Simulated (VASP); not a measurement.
Crystal: ZnSnN2.

```
Zn Sn N
1.0
    -2.56468    2.56468    2.52486
     2.56468   -2.56468    2.52486
     2.56468    2.56468   -2.52486
Zn Sn N
1 1 2
Cartesian
  0.0000 0.0000 2.5249
  0.0000 0.0000 0.0000
  0.0000 2.5647 0.0000
  2.5647 0.0000 0.0000
```

The cell was built by a generator and needn't be a form met in nature.

- Program: VASP 6.6.1
- Task: relaxation of cell and atoms
- Functional: PBE
- Potentials or basis: VASP PAW PBE potentials, release 64 (Zn, Sn_d, N)
- Cutoff: 520 eV
- k mesh: 4 × 4 × 4
- Occupations: gaussian, width 0.15 eV
- Spin: no spin polarisation

At the start: pressure -14.6 GPa; volume 16.61 Å³/atom.

Q: How do energy, volume and symmetry change on relaxing?

A: Over 9 steps the energy falls by 753.6 meV/atom and the volume is 14.80 Å³/atom (-10.9 %); space group I4/mmm (No. 139, to 0.05 Å).

Step by step:
| step | energy change (eV) | largest force (eV/Å) | pressure (GPa) | volume (Å³) |
| --- | --- | --- | --- | --- |
| 1 | 0.0000 | 0.0000 | -14.61 | 66.43 |
| 2 | -2.0873 | 0.0000 | 3.15 | 52.26 |
| 3 | -2.1316 | 0.0000 | 5.51 | 50.83 |
| 4 | -2.1012 | 0.0000 | 16.45 | 48.01 |
| 5 | -2.1422 | 0.0000 | 9.08 | 49.67 |
| 6 | -2.6486 | 0.0000 | 3.52 | 53.18 |
| 7 | -2.9174 | 0.0000 | 0.57 | 61.97 |
| 8 | -3.0086 | 0.0000 | -0.22 | 58.64 |
| 9 | -3.0145 | 0.0000 | 0.02 | 59.18 |

Final structure:
```
Zn Sn N
1.0
    -2.09685    2.09685    3.36505
     2.09685   -2.09685    3.36505
     2.09685    2.09685   -3.36505
Zn Sn N
1 1 2
Direct
  0.50000 0.50000 0.00000
  0.00000 0.00000 0.00000
  0.50000 0.00000 0.50000
  0.00000 0.50000 0.50000
```

Caveat: the k mesh is coarse (spacing up to 0.44 Å⁻¹), so the values aren't converged.
